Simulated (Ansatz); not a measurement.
# Sb (R-3m) in Ansatz: notebook

Runs on Sb. Level: PBE. Tasks: single point, equation of state.

Program: Ansatz 0.2.0. These are calculated values, not measurements. Logs are shortened: lines on timing, memory, paths and dates and some standing lists are left out, and cuts for length are marked.

## 1. The structure

Symmetry: R-3m, No. 166, trigonal system. The conventional cell has a = 4.308 Å, b = 4.308 Å, c = 11.274 Å, α = 90.00°, β = 90.00°, γ = 120.00°. Around Sb (site symmetry 3m) lie 3 Sb at 2.91 Å.

## 2. Single point, PBE, 28.39 Å³/atom (volume scaled by 0.94)

File input.yaml:

```yaml
crystal:
  lattice:
    - [2.1102243954, 1.2183386227, 3.6812845966]
    - [-2.1102243954, 1.2183386227, 3.6812845966]
    - [0.0, -2.4366772455, 3.6812845966]
  atoms:
    - { symbol: Sb, position: [0.76651, 0.76651, 0.76651] }
    - { symbol: Sb, position: [0.23349, 0.23349, 0.23349] }
hamiltonian:
  xc: pbe
  pseudopotentials: { kind: paw, partial_waves: polarizable }
kpoints:
  mp_grid: { grid: [8, 8, 8] }
scf:
  occupations: { method: fermi_dirac, width: 0.05 }
output:
  forces: true
  stress: true
  eigenvalues: true
```

Potentials or basis: Ansatz PAW polarizable.

The run is started by

```
> ansatz run input.yaml --threads 2 --pin off --max-ram 5120MiB --backend cpu --events-out ev --progress --plain --runs-dir out
```

What it wrote:

```text
Warning: RAYON_NUM_THREADS=2 ignored (pool sized by the plan → 2); use --threads N
Engine: ansatz 0.2.0, aarch64-unknown-linux-gnu
Pseudopotentials: kind: paw
Pseudopotential: Sb, paw, valence charge 15, recommended cutoff 420 eV (normal), Sb.paw.azcp
Functional definition: PBE
  parameter kappa = 0.804
  parameter beta = 0.06672455060314922
  exchange = pbe_x(kappa = kappa, mu = beta*pi^2/3)
  correlation = pbe_c(beta = beta)
Crystal: 2 atoms, lattice volume = 56.787 Å³
Basis set: ecut = 420 eV, 1111 PW (Γ), exchange–correlation on 60×60×60 points (8 copies of the dense FFT grid, shifted against one another)
Bands: 19, of which v1, the nominal top of the filled ones, is band 15 counted from 1 (14 counted from 0)
Symmetry: 12 space group operations
Space group: R-3m (ITA 166), of the structure as read, at distance tolerance 3.8e-5 Å
k-points: 65 of 512
Non-local potential: Sb, projectors of the file, l = 0: 2, l = 1: 2, l = 2: 2, l = 3: 2
PAW form: soft (Blöchl's): semilocal exchange-correlation on the pseudo side does not see the compensation charge
PAW one-centre angular grid: Sb, 590 points (default); XC on 64 Gauss nodes
Initial density: superposition of atomic densities (neutral atoms: chi_scale 0, normalization atom), corrected by the library's trained network
Initial wavefunctions: pseudopotential atomic-orbital guess
Functional: x = pbe(κ = 0.804, μ = 0.2195149727645171), c = pbe(β = 0.06672455060314922)
Partial waves of Sb: polarizable
SCF iter   1: F=—  HF=-12968.854127 eV  |F-HF|=—  |Δ(HF+E_count)|=         —  Δρ=1.60e-3  dr2=1.52e-3  ethr=1.77e-3  ⟨swp⟩=6.4  Hψ=6560  notcnv=0
preconditioner: auto → Kerker (q_TF=auto, 2.453 Å⁻¹)  [metal: Δε(μ)=0.014 eV  Ē_g=8.995 eV  σ=0.050 eV  W_gap=0.07  n_scr=14 (ndim 8)  ℏωp=15.6 eV  f_vac=0.000  D(μ)=0.37/eV (n_scr^D=0)]
SCF iter   2: F=—  HF=-12968.852923 eV  |F-HF|=—  |Δ(HF+E_count)|=   1.20e-3  Δρ=9.99e-4  dr2=4.66e-4  ethr=5.06e-6  ⟨swp⟩=2.0  Hψ=2715  notcnv=0
SCF iter   3: F=—  HF=-12968.852933 eV  |F-HF|=—  |Δ(HF+E_count)|=   1.03e-5  Δρ=4.25e-4  dr2=9.99e-5  ethr=1.55e-6  ⟨swp⟩=2.4  Hψ=2223  notcnv=0
SCF iter   4: F=—  HF=-12968.852951 eV  |F-HF|=—  |Δ(HF+E_count)|=   1.85e-5  Δρ=1.46e-4  dr2=1.20e-5  ethr=3.33e-7  ⟨swp⟩=2.6  Hψ=1861  notcnv=0
SCF iter   5: F=—  HF=-12968.852950 eV  |F-HF|=—  |Δ(HF+E_count)|=   1.13e-6  Δρ=4.54e-5  dr2=1.67e-6  ethr=4.01e-8  ⟨swp⟩=2.1  Hψ=2153  notcnv=0
SCF iter   6: F=—  HF=-12968.852951 eV  |F-HF|=—  |Δ(HF+E_count)|=   3.88e-7  Δρ=2.34e-5  dr2=2.05e-7  ethr=5.58e-9  ⟨swp⟩=2.0  Hψ=2214  notcnv=0
SCF iter   7: F=-12968.852951 eV  HF=-12968.852951 eV  |F-HF|=2.57e-8  |Δ(HF+E_count)|=   2.79e-8  Δρ=9.52e-6  dr2=3.82e-8  ethr=3.33e-10  ⟨swp⟩=4.8  Hψ=4182  notcnv=0
SCF 1 converged in 7 iterations: F = -12968.852951 eV  dr2 = 3.82e-8
SCF converged after 7 iterations
Free energy (F): -12968.852951 eV
Harris-Foulkes:  -12968.852951 eV  (|F-HF|=2.57e-8)
Internal energy: -12968.849953 eV  (E = F + TS)
E sigma→0 (E₀):  -12968.851452 eV
Entropy (-TS):   -0.002998 eV (-1.499 meV/atom)
Fermi energy:    11.182756 eV
--- Per-component energies (eV) ---
  E_band       = -313.100264
  E_kinetic    = 416.213912
  E_local      = -3099.001494  (includes V_loc(G=0)·N_el)
  E_nonlocal   = 724.937923
  E_hartree    = 1413.988347
  E_xc         = -277.978784
  E_vxc        = -193.979769  (∫ρ·V_xc dr)
  E_paw        = -9150.979156  (= ΣΔE_a)
  E_vpaw       = -989.256914  (= ΣTr[D̂ρ^β])
  E_aug_tail   = -0.000003  (compensation charges beyond the density's cutoff)
  E_ewald      = -2996.030697
  E_smearing   = -0.002998  (= −TS)
  E_closure    = 0.000000  (closes the sum)
  Σ components = -12968.852951   (vs F -12968.852951, Δ=0.00e0)
--- Forces (eV/Å), atoms counted from 1 ---
  atom   1  Sb    -0.00000000     0.00000000    -0.51568093
  atom   2  Sb    -0.00000000    -0.00000000     0.51568093
  max |Σ_I F_I| component: 2.78e-17 eV/Å
--- Stress (GPa, compression-positive) ---
        7.549798       0.000000      -0.000000
       -0.000000       7.549798       0.000000
        0.000000       0.000000       6.200410
  P = ⅓ Tr σ = 7.1000 GPa (71.000 kbar)
--- Band table (eV; the first three rows and the last of 65) ---
  k-point 0: bands = ["-18.5112", "-18.5112", "-18.4030", "-18.4030", "-18.3763", "-18.2625", "-18.2625", "-18.2584", "-18.1670", "-18.1670", "-2.1634", "6.5896", "8.8370", "9.1491", "9.1491", "13.1825", "13.8696", "13.8696", "16.1607"]
  k-point 1: bands = ["-18.5035", "-18.5004", "-18.3993", "-18.3967", "-18.3714", "-18.2676", "-18.2666", "-18.2627", "-18.1779", "-18.1751", "-1.9791", "5.6918", "8.8806", "9.1028", "9.5285", "13.1010", "13.4240", "13.4421", "15.5609"]
  k-point 2: bands = ["-18.4831", "-18.4698", "-18.3903", "-18.3790", "-18.3569", "-18.2838", "-18.2821", "-18.2699", "-18.2073", "-18.1967", "-1.4309", "4.0296", "8.9013", "9.0216", "10.0314", "12.3757", "12.4795", "12.5357", "15.9678"]
  k-point 64: bands = ["-18.4505", "-18.4505", "-18.3798", "-18.3798", "-18.3507", "-18.2815", "-18.2795", "-18.2795", "-18.2335", "-18.2335", "-0.4927", "1.7838", "9.6547", "9.6547", "10.7097", "11.1269", "11.1269", "12.3087", "18.2342"]
```

It took 1.9 s on 2 threads of Arm Neoverse V1, shared host; peak memory 0.37 GiB.

What came out:

| Item | Value |
| --- | --- |
| Free energy | -12968.8530 eV |
| Pressure | 7.1 GPa |
| Largest force | 0.516 eV/Å |
| Band gap on the k mesh | none (metal or under the smearing width) |

## 3. Single point, PBE, 29.00 Å³/atom (volume scaled by 0.96)

input.yaml, as its differences from that of step 2:

```diff
@@ -2,5 +2,5 @@
   lattice:
-    - [2.1102243954, 1.2183386227, 3.6812845966]
-    - [-2.1102243954, 1.2183386227, 3.6812845966]
-    - [0.0, -2.4366772455, 3.6812845966]
+    - [2.1250856202, 1.2269187549, 3.7072099901]
+    - [-2.1250856202, 1.2269187549, 3.7072099901]
+    - [0.0, -2.4538375098, 3.7072099901]
   atoms:
```

Potentials or basis: Ansatz PAW polarizable.

The run is started by

```
> ansatz run input.yaml --threads 2 --pin off --max-ram 5120MiB --backend cpu --events-out ev --progress --plain --runs-dir out
```

Run time: 2 s. Hardware: 2 threads of Arm Neoverse V1, shared host; peak memory 0.38 GiB.

Results (log left out):

```
Free energy            : -12968.9002 eV
Pressure               : 5.5 GPa
Largest force          : 0.389 eV/Å
Band gap on the k mesh : none (metal or under the smearing width)
```

## 4. Single point, PBE, 29.60 Å³/atom (volume scaled by 0.98)

input.yaml, as its differences from that of step 3:

```diff
@@ -2,5 +2,5 @@
   lattice:
-    - [2.1250856202, 1.2269187549, 3.7072099901]
-    - [-2.1250856202, 1.2269187549, 3.7072099901]
-    - [0.0, -2.4538375098, 3.7072099901]
+    - [2.1397418462, 1.2353805309, 3.7327777635]
+    - [-2.1397418462, 1.2353805309, 3.7327777635]
+    - [0.0, -2.4707610619, 3.7327777635]
   atoms:
@@ -19 +19,5 @@
   eigenvalues: true
+  write_density: true
+  write_potential: true
+  elf: true
+  volumetric_format: npy
```

The run is started by

```
> ansatz run input.yaml --threads 2 --pin off --max-ram 5120MiB --backend cpu --events-out ev --progress --plain --runs-dir out
```

It took 2.7 s on 2 threads of Arm Neoverse V1, shared host; peak memory 0.38 GiB.

The run converged. Its results:

```yaml
Free_energy: -12968.9358 eV
Pressure: 4.0 GPa
Largest_force: 0.270 eV/Å
Band_gap_on_the_k_mesh: none (metal or under the smearing width)
```

## 5. Single point, PBE, 30.21 Å³/atom

File input.yaml:

```yaml
crystal:
  lattice:
    - [2.1542, 1.2437279499, 3.758]
    - [-2.1542, 1.2437279499, 3.758]
    - [0.0, -2.4874558998, 3.758]
  atoms:
    - { symbol: Sb, position: [0.76651, 0.76651, 0.76651] }
    - { symbol: Sb, position: [0.23349, 0.23349, 0.23349] }
hamiltonian:
  xc: pbe
  pseudopotentials: { kind: paw, partial_waves: polarizable }
kpoints:
  mp_grid: { grid: [8, 8, 8] }
scf:
  occupations: { method: fermi_dirac, width: 0.05 }
output:
  forces: true
  stress: true
  eigenvalues: true
```

The run is started by

```
> ansatz run input.yaml --threads 2 --pin off --max-ram 5120MiB --backend cpu --events-out ev --progress --plain --runs-dir out
```

It took 2 s on 2 threads of Arm Neoverse V1, shared host; peak memory 0.38 GiB.

The run converged. Its results:

| Quantity | Value |
| --- | --- |
| Free energy | -12968.9610 eV |
| Pressure | 2.7 GPa |
| Largest force | 0.159 eV/Å |
| Band gap on the k mesh | none (metal or under the smearing width) |

## 6. Single point, PBE, 30.81 Å³/atom (volume scaled by 1.02)

input.yaml, as its differences from that of step 5:

```diff
@@ -2,5 +2,5 @@
   lattice:
-    - [2.1542, 1.2437279499, 3.758]
-    - [-2.1542, 1.2437279499, 3.758]
-    - [0.0, -2.4874558998, 3.758]
+    - [2.1684666409, 1.2519647989, 3.7828881425]
+    - [-2.1684666409, 1.2519647989, 3.7828881425]
+    - [0.0, -2.5039295978, 3.7828881425]
   atoms:
```

Potentials or basis: Ansatz PAW polarizable.

The run is started by

```
> ansatz run input.yaml --threads 2 --pin off --max-ram 5120MiB --backend cpu --events-out ev --progress --plain --runs-dir out
```

Wall time 2.1 s (2 threads of Arm Neoverse V1, shared host); peak memory 0.38 GiB.

The run converged. Its results:

```yaml
Free_energy: -12968.9768 eV
Pressure: 1.5 GPa
Largest_force: 0.056 eV/Å
Band_gap_on_the_k_mesh: none (metal or under the smearing width)
```

## 7. Single point, PBE, 31.41 Å³/atom (volume scaled by 1.04)

input.yaml, as its differences from that of step 6:

```diff
@@ -2,5 +2,5 @@
   lattice:
-    - [2.1684666409, 1.2519647989, 3.7828881425]
-    - [-2.1684666409, 1.2519647989, 3.7828881425]
-    - [0.0, -2.5039295978, 3.7828881425]
+    - [2.1825479877, 1.2600946682, 3.8074530396]
+    - [-2.1825479877, 1.2600946682, 3.8074530396]
+    - [0.0, -2.5201893365, 3.8074530396]
   atoms:
@@ -19 +19,5 @@
   eigenvalues: true
+  write_density: true
+  write_potential: true
+  elf: true
+  volumetric_format: npy
```

The run is started by

```
> ansatz run input.yaml --threads 2 --pin off --max-ram 5120MiB --backend cpu --events-out ev --progress --plain --runs-dir out
```

It took 2.8 s on 2 threads of Arm Neoverse V1, shared host; peak memory 0.39 GiB.

Results (log left out):

* Free energy: -12968.9841 eV
* Pressure: 0.5 GPa
* Largest force: 0.040 eV/Å
* Band gap on the k mesh: none (metal or under the smearing width)

## 8. Single point, PBE, 32.02 Å³/atom (volume scaled by 1.06)

input.yaml, as its differences from that of step 7:

```diff
@@ -2,5 +2,5 @@
   lattice:
-    - [2.1825479877, 1.2600946682, 3.8074530396]
-    - [-2.1825479877, 1.2600946682, 3.8074530396]
-    - [0.0, -2.5201893365, 3.8074530396]
+    - [2.1964499421, 1.2681209653, 3.8317049867]
+    - [-2.1964499421, 1.2681209653, 3.8317049867]
+    - [0.0, -2.5362419306, 3.8317049867]
   atoms:
```

The run is started by

```
> ansatz run input.yaml --threads 2 --pin off --max-ram 5120MiB --backend cpu --events-out ev --progress --plain --runs-dir out
```

Wall time 3.2 s (2 threads of Arm Neoverse V1, shared host); peak memory 0.39 GiB.

It converged, with:

```yaml
Free_energy: -12968.9839 eV
Pressure: -0.5 GPa
Largest_force: 0.129 eV/Å
Band_gap_on_the_k_mesh: none (metal or under the smearing width)
```

## 9. Equation of state, PBE

Potentials or basis: Ansatz PAW polarizable.

No new run: the results of the series are fitted here.

Results:

```yaml
Equilibrium_volume: 31.70 Å³/atom
Bulk_modulus_at_fixed_shape_and_positions: 50 GPa
Pressure_derivative_of_the_bulk_modulus: 4.6
```

Energy against volume, from the lowest point:
```
volume (Å³/atom)  energy (meV/atom)
          28.393              65.59
          28.998              41.95
          29.602              24.16
          30.206              11.58
          30.810               3.69
          31.414               0.00
          32.018               0.11
```

Caveat: the cell was scaled at fixed shape and fractional positions, which overstates the stiffness of a crystal with free parameters, most of all of layers and chains.
